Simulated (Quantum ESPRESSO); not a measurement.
# GaN (F-43m) in Quantum ESPRESSO: reference runs

How does GaN come out in PBE? The cell is run as given and disturbed, then over a range of volumes.

All numbers are computed with Quantum ESPRESSO 7.5; they aren't measurements. Logs are shortened: lines on timing, memory, paths and dates and some standing lists are left out, and cuts for length are marked.

**Experimental background.**

A printed reference work, textbook reports, for a bulk crystal of GaN at 0 K: band gap 3.299 eV (direct).

The results are compared with them further down.

### Step 1. The structure

Symmetry: F-43m, No. 216, cubic system. The conventional cell has a = 4.507 Å, b = 4.507 Å, c = 4.507 Å, α = 90.00°, β = 90.00°, γ = 90.00°. Ga (site symmetry -43m) has 4 N at 1.95 Å as nearest neighbours. N (site symmetry -43m) has 4 Ga at 1.95 Å as nearest neighbours.

The cell is a database's computed one.

### Step 2. Single point, PBE

The input, pw.in:

```
&CONTROL
  calculation = 'scf'
  prefix = 'pwscf'
  outdir = './tmp'
  pseudo_dir = './pseudo'
  tprnfor = .true.
  tstress = .true.
  disk_io = 'low'
/
&SYSTEM
  ibrav = 0
  nat = 2
  ntyp = 2
  ecutwfc = 70
  ecutrho = 560
  nbnd = 15
  occupations = 'smearing'
  smearing = 'fd'
  degauss = 0.00367493
/
&ELECTRONS
  conv_thr = 4d-10
  electron_maxstep = 120
  mixing_beta = 0.5
/
ATOMIC_SPECIES
Ga    69.7230 Ga.pbe-dn-kjpaw_psl.1.0.0.UPF
N     14.0070 N.pbe-n-radius_5.UPF
CELL_PARAMETERS angstrom
   0.0000000000    2.2535006075    2.2535006075
   2.2535006075    0.0000000000    2.2535006075
   2.2535006075    2.2535006075    0.0000000000
ATOMIC_POSITIONS crystal
Ga     0.0000000000    0.0000000000    0.0000000000
N      0.2500000000    0.2500000000    0.2500000000
K_POINTS automatic
10 10 10 0 0 0
```

The input, pp_density.in:

```
&INPUTPP
  prefix = 'pwscf'
  outdir = './tmp'
  filplot = 'density.dat'
  plot_num = 0
/
&PLOT
  nfile = 1
  filepp(1) = 'density.dat'
  iflag = 3
  output_format = 6
  fileout = 'density.cube'
/
```

The input, pp_potential.in:

```
&INPUTPP
  prefix = 'pwscf'
  outdir = './tmp'
  filplot = 'potential.dat'
  plot_num = 11
/
&PLOT
  nfile = 1
  filepp(1) = 'potential.dat'
  iflag = 3
  output_format = 6
  fileout = 'potential.cube'
/
```

Potentials or basis: SSSP 1.3 efficiency PBE.

Command:

```console
$ OMP_NUM_THREADS=1 pw.x -in pw.in > pw.out
$ OMP_NUM_THREADS=1 pp.x -in pp_density.in > pp_density.out
$ OMP_NUM_THREADS=1 pp.x -in pp_potential.in > pp_potential.out
```

pw.out:

```text
This program is part of the open-source Quantum ESPRESSO suite
     for quantum simulation of materials; please cite
         "P. Giannozzi et al., J. Phys.:Condens. Matter 21 395502 (2009);
         "P. Giannozzi et al., J. Phys.:Condens. Matter 29 465901 (2017);
         "P. Giannozzi et al., J. Chem. Phys. 152 154105 (2020);
     in publications or presentations arising from this work. More details at

     file Ga.pbe-dn-kjpaw_psl.1.0.0.UPF: wavefunction(s)  4S renormalized
     Message from routine setup:
     using ibrav=0 with symmetry is DISCOURAGED, use correct ibrav instead

     G-vector sticks info
     --------------------
     sticks:   dense  smooth     PW     G-vecs:    dense   smooth      PW
     Sum        1393     691    211                34621    12051    2085

     Using Slab Decomposition

     bravais-lattice index     =            0
     lattice parameter (alat)  =       6.0224  a.u.
     unit-cell volume          =     154.4542 (a.u.)^3
     number of atoms/cell      =            2
     number of atomic types    =            2
     number of electrons       =        18.00
     number of Kohn-Sham states=           15
     kinetic-energy cutoff     =      70.0000  Ry
     charge density cutoff     =     560.0000  Ry
     scf convergence threshold =      4.0E-10
     mixing beta               =       0.5000
     number of iterations used =            8  plain     mixing
     Exchange-correlation= PBE
                           (   1   4   3   4   0   0   0)

     celldm(1)=   6.022427  celldm(2)=   0.000000  celldm(3)=   0.000000
     celldm(4)=   0.000000  celldm(5)=   0.000000  celldm(6)=   0.000000

     crystal axes: (cart. coord. in units of alat)
               a(1) = (   0.000000   0.707107   0.707107 )
               a(2) = (   0.707107   0.000000   0.707107 )
               a(3) = (   0.707107   0.707107   0.000000 )

     reciprocal axes: (cart. coord. in units 2 pi/alat)
               b(1) = ( -0.707107  0.707107  0.707107 )
               b(2) = (  0.707107 -0.707107  0.707107 )
               b(3) = (  0.707107  0.707107 -0.707107 )

     PseudoPot. # 1 for Ga read from file:
     Ga.pbe-dn-kjpaw_psl.1.0.0.UPF
     Pseudo is Projector augmented-wave + core cor, Zval = 13.0
     Generated using "atomic" code by A. Dal Corso  v.5.1
     Shape of augmentation charge: PSQ
     Using radial grid of 1205 points,  6 beta functions with:
                l(1) =   0
                l(2) =   0
                l(3) =   1
                l(4) =   1
                l(5) =   2
                l(6) =   2
     Q(r) pseudized with 0 coefficients

     PseudoPot. # 2 for N  read from file:
     N.pbe-n-radius_5.UPF
     Pseudo is Ultrasoft + core correction, Zval =  5.0
     Generated using "atomic" code by A. Dal Corso  v.5.1
     Using radial grid of 1085 points,  4 beta functions with:
                l(1) =   0
                l(2) =   0
                l(3) =   1
                l(4) =   1
     Q(r) pseudized with 0 coefficients

     atomic species   valence    mass     pseudopotential
     Ga               13.00    69.72300     Ga( 1.00)
     N                 5.00    14.00700     N ( 1.00)

     24 Sym. Ops. (no inversion) found

   Cartesian axes

     site n.     atom                  positions (alat units)
         1        Ga     tau(   1) = (   0.0000000   0.0000000   0.0000000  )
         2        N      tau(   2) = (   0.3535534   0.3535534   0.3535534  )

     number of k points=    47  Fermi-Dirac smearing, width (Ry)=  0.0037
                       cart. coord. in units 2pi/alat
        k(    1) = (   0.0000000   0.0000000   0.0000000), wk =   0.0020000
        k(    2) = (   0.0707107   0.0707107  -0.0707107), wk =   0.0160000
        k(    3) = (   0.1414214   0.1414214  -0.1414214), wk =   0.0160000
        k(    4) = (   0.2121320   0.2121320  -0.2121320), wk =   0.0160000
        k(    5) = (   0.2828427   0.2828427  -0.2828427), wk =   0.0160000
        k(    6) = (  -0.3535534  -0.3535534   0.3535534), wk =   0.0080000
[... 39 lines left out ...]
        k(   46) = (  -0.0707107  -0.3535534   0.6363961), wk =   0.0480000
        k(   47) = (  -0.7071068   0.2828427   0.0000000), wk =   0.0240000

     Dense  grid:    34621 G-vectors     FFT dimensions: (  45,  45,  45)

     Smooth grid:    12051 G-vectors     FFT dimensions: (  36,  36,  36)

     Initial potential from superposition of free atoms

     starting charge      17.9970, renormalised to      18.0000
     Starting wfcs are   13 randomized atomic wfcs +    2 random wfcs

     Self-consistent Calculation

     iteration #  1     ecut=    70.00 Ry     beta= 0.50
     Davidson diagonalization with overlap
     ethr =  1.00E-02,  avg # of iterations =  7.3

     total energy              =    -297.89644904 Ry
     estimated scf accuracy    <       0.54722223 Ry

     iteration #  2     ecut=    70.00 Ry     beta= 0.50
     Davidson diagonalization with overlap
     ethr =  3.04E-03,  avg # of iterations =  3.6

     total energy              =    -298.09737396 Ry
     estimated scf accuracy    <       0.12021723 Ry

     iteration #  3     ecut=    70.00 Ry     beta= 0.50
     Davidson diagonalization with overlap
     ethr =  6.68E-04,  avg # of iterations =  6.1
[... 8 lines left out ...]
     total energy              =    -298.18225481 Ry
     estimated scf accuracy    <       0.03415856 Ry

     iteration #  5     ecut=    70.00 Ry     beta= 0.50
     Davidson diagonalization with overlap
     ethr =  1.23E-04,  avg # of iterations =  1.3

     total energy              =    -298.18283947 Ry
     estimated scf accuracy    <       0.00302662 Ry

     iteration #  6     ecut=    70.00 Ry     beta= 0.50
     Davidson diagonalization with overlap
     c_bands:  1 eigenvalues not converged
     c_bands:  1 eigenvalues not converged
     ethr =  1.68E-05,  avg # of iterations =  6.2

     total energy              =    -298.18359040 Ry
     estimated scf accuracy    <       0.00355084 Ry

     iteration #  7     ecut=    70.00 Ry     beta= 0.50
     Davidson diagonalization with overlap
     ethr =  1.68E-05,  avg # of iterations =  1.1

     total energy              =    -298.18356012 Ry
     estimated scf accuracy    <       0.00442391 Ry

     iteration #  8     ecut=    70.00 Ry     beta= 0.50
     Davidson diagonalization with overlap
     ethr =  1.68E-05,  avg # of iterations =  1.1

     total energy              =    -298.18358639 Ry
     estimated scf accuracy    <       0.00073384 Ry
[... 68 lines left out ...]
     total energy              =    -298.18367636 Ry
     estimated scf accuracy    <       0.00000122 Ry

     iteration # 19     ecut=    70.00 Ry     beta= 0.50
     Davidson diagonalization with overlap
     ethr =  6.78E-09,  avg # of iterations =  3.1

     total energy              =    -298.18367657 Ry
     estimated scf accuracy    <       0.00000037 Ry

     iteration # 20     ecut=    70.00 Ry     beta= 0.50
     Davidson diagonalization with overlap
     c_bands:  1 eigenvalues not converged
     ethr =  2.04E-09,  avg # of iterations =  5.3

     total energy              =    -298.18367677 Ry
     estimated scf accuracy    <       0.00000003 Ry

     iteration # 21     ecut=    70.00 Ry     beta= 0.50
     Davidson diagonalization with overlap
     ethr =  1.61E-10,  avg # of iterations =  5.3

     total energy              =    -298.18367684 Ry
     estimated scf accuracy    <       0.00000003 Ry

     iteration # 22     ecut=    70.00 Ry     beta= 0.50
     Davidson diagonalization with overlap
     ethr =  1.43E-10,  avg # of iterations =  5.5

     total energy              =    -298.18367704 Ry
     estimated scf accuracy    <       0.00000014 Ry
[... 47 lines left out ...]
     total energy              =    -298.18367680 Ry
     estimated scf accuracy    <          6.5E-09 Ry

     iteration # 30     ecut=    70.00 Ry     beta= 0.50
     Davidson diagonalization with overlap
     ethr =  3.64E-11,  avg # of iterations =  1.1

     total energy              =    -298.18367680 Ry
     estimated scf accuracy    <          2.2E-09 Ry

     iteration # 31     ecut=    70.00 Ry     beta= 0.50
     Davidson diagonalization with overlap
     ethr =  1.20E-11,  avg # of iterations =  1.9

     End of self-consistent calculation

          k = 0.0000 0.0000 0.0000 (  1471 PWs)   bands (ev):

    -6.2634  -3.8095  -3.8095  -3.8095  -3.4931  -3.4931   9.6667   9.6667
     9.6667  11.4139  19.9757  19.9757  19.9757  27.2711  28.5230

          k = 0.0707 0.0707-0.0707 (  1501 PWs)   bands (ev):

    -6.1544  -3.7960  -3.7960  -3.7699  -3.4944  -3.4944   8.5691   9.5598
     9.5598  12.2687  19.4806  20.1389  20.1389  27.1661  27.1727

          k = 0.1414 0.1414-0.1414 (  1528 PWs)   bands (ev):

    -5.8808  -3.7647  -3.7647  -3.6044  -3.4931  -3.4931   6.7579   9.2974
     9.2974  13.3472  18.7069  20.4005  20.4005  26.1224  26.3979

          k = 0.2121 0.2121-0.2121 (  1519 PWs)   bands (ev):

    -5.5927  -3.7369  -3.7369  -3.4794  -3.4794  -3.2036   4.8868   9.0013
     9.0013  14.0256  18.3421  20.3731  20.3731  25.4215  26.8832
[... 118 lines left out ...]
    -5.2495  -3.7069  -3.5397  -3.5397  -3.4241  -2.2444   4.1546   7.1825
     7.1825  13.3917  16.4636  21.0656  23.1962  23.1962  31.7488

          k =-0.0707-0.6364 0.6364 (  1542 PWs)   bands (ev):

    -5.2166  -3.7115  -3.5326  -3.5245  -3.4244  -1.8697   3.7432   6.6025
     7.1080  13.5183  16.6557  21.1586  23.2872  23.3439  31.7818

          k = 0.0000-0.5657 0.5657 (  1536 PWs)   bands (ev):

    -5.2108  -3.6982  -3.5509  -3.5384  -3.4426  -1.6574   3.7462   5.7024
     7.3125  14.2382  17.2928  21.0119  22.8449  23.0767  31.2145

          k =-0.7071 0.0000 0.0000 (  1524 PWs)   bands (ev):

    -5.2070  -3.7261  -3.5073  -3.5073  -3.4168  -1.8050   3.5403   6.9643
     6.9643  13.0253  16.3313  21.3848  23.6218  23.6218  31.3990

          k = 0.2828 0.1414 0.0000 (  1519 PWs)   bands (ev):

    -5.6845  -3.7339  -3.7179  -3.5805  -3.4785  -3.3759   6.2981   8.1942
     8.9871  14.2805  17.9345  20.0598  21.0054  23.5968  28.0058

          k = 0.3536 0.2121-0.0707 (  1529 PWs)   bands (ev):

    -5.4673  -3.7135  -3.6892  -3.5494  -3.4654  -2.9552   4.9453   7.5615
     8.6737  15.0953  17.6700  19.4277  21.1606  24.3377  28.2414

          k =-0.2828-0.4243 0.5657 (  1531 PWs)   bands (ev):

    -5.3412  -3.7116  -3.6716  -3.5172  -3.4551  -2.3554   3.6304   7.2675
     8.3359  15.6006  17.2944  19.5897  21.0507  25.4136  28.4192

          k =-0.2121-0.3536 0.4950 (  1534 PWs)   bands (ev):

    -5.3046  -3.7135  -3.6671  -3.4968  -3.4548  -2.0241   3.0396   7.1925
     8.1891  15.7817  17.0551  19.8637  20.9804  25.9466  28.4235
[... 28 lines left out ...]
    -5.2457  -3.6896  -3.5889  -3.5342  -3.4329  -2.1037   4.1033   6.7564
     7.0642  14.1812  16.9532  20.5177  22.5897  23.5855  31.8146

          k =-0.0707-0.4950 0.6364 (  1539 PWs)   bands (ev):

    -5.2167  -3.6861  -3.5970  -3.5176  -3.4476  -1.7080   3.8306   5.9328
     6.9733  14.7705  17.4483  20.5180  21.9402  24.0142  30.5196

          k = 0.0000-0.4243 0.5657 (  1532 PWs)   bands (ev):

    -5.2221  -3.6885  -3.6032  -3.5168  -3.4719  -1.6423   3.8601   5.4070
     7.3010  15.5287  17.6310  20.0914  21.7237  24.3443  28.8667

          k =-0.7071 0.1414 0.0000 (  1540 PWs)   bands (ev):

    -5.2063  -3.7064  -3.5553  -3.5053  -3.4311  -1.7053   3.6617   6.6033
     6.6343  13.8540  16.8842  21.2236  22.4613  23.9186  31.9770

          k =-0.1414-0.4243 0.7071 (  1531 PWs)   bands (ev):

    -5.2353  -3.6714  -3.6374  -3.5147  -3.4650  -1.8211   3.9599   5.9408
     7.0508  15.7879  17.5910  19.3774  21.8284  24.5670  29.0703

          k =-0.0707-0.3536 0.6364 (  1534 PWs)   bands (ev):

    -5.2167  -3.6753  -3.6275  -3.4984  -3.4771  -1.6087   3.8717   5.6929
     6.7525  15.9951  17.7313  19.6584  21.3847  24.7937  28.7096

          k =-0.7071 0.2828 0.0000 (  1544 PWs)   bands (ev):

    -5.2049  -3.6702  -3.6249  -3.4948  -3.4658  -1.5476   3.9158   6.0748
     6.1049  15.5010  17.8685  20.4004  20.8695  24.6930  29.4808

     the Fermi energy is    10.5958 ev

!    total energy              =    -298.18367680 Ry
     estimated scf accuracy    <          1.3E-10 Ry
     smearing contrib. (-TS)   =      -0.00000000 Ry
     internal energy E=F+TS    =    -298.18367680 Ry

     The total energy is F=E-TS. E is the sum of the following terms:
     one-electron contribution =     -90.57631978 Ry
     hartree contribution      =      64.97191936 Ry
     xc contribution           =     -43.93004719 Ry
     ewald contribution        =    -116.67431711 Ry
     one-center paw contrib.   =    -111.97491208 Ry

     convergence has been achieved in  31 iterations

     Forces acting on atoms (cartesian axes, Ry/au):

     atom    1 type  1   force =     0.00000000   -0.00000000    0.00000000
     atom    2 type  2   force =    -0.00000000    0.00000000   -0.00000000

     Total force =     0.000000     Total SCF correction =     0.000000

     Computing stress (Cartesian axis) and pressure

          total   stress  (Ry/bohr**3)                   (kbar)     P=       45.45
   0.00030894   0.00000000   0.00000000           45.45        0.00        0.00
   0.00000000   0.00030894   0.00000000            0.00       45.45        0.00
   0.00000000   0.00000000   0.00030894            0.00        0.00       45.45

=------------------------------------------------------------------------------=
   JOB DONE.
=------------------------------------------------------------------------------=
```

Wall time 67 s (1 thread of Arm Neoverse V2, shared host); peak memory 0.18 GiB.

What came out:

| Property | Result |
| --- | --- |
| Free energy | -4056.9956 eV |
| Pressure | 4.5 GPa |
| Band gap on the k mesh | 1.75 eV, direct |

Levels at points of the mesh, in eV from the valence-band top:
| k point | band 7 | band 8 | band 9 | band 10 | band 11 | band 12 |
| --- | --- | --- | --- | --- | --- | --- |
| (0.00, 0.00, 0.00) | 0.00 | 0.00 | 0.00 | 1.75 | 10.31 | 10.31 |
| (0.00, 0.00, -0.50) | -7.04 | -0.97 | -0.97 | 4.65 | 8.74 | 10.36 |
| (0.00, -0.50, -0.50) | -6.13 | -2.70 | -2.70 | 3.36 | 6.66 | 11.72 |

(Part 1 of 2 ends here.)
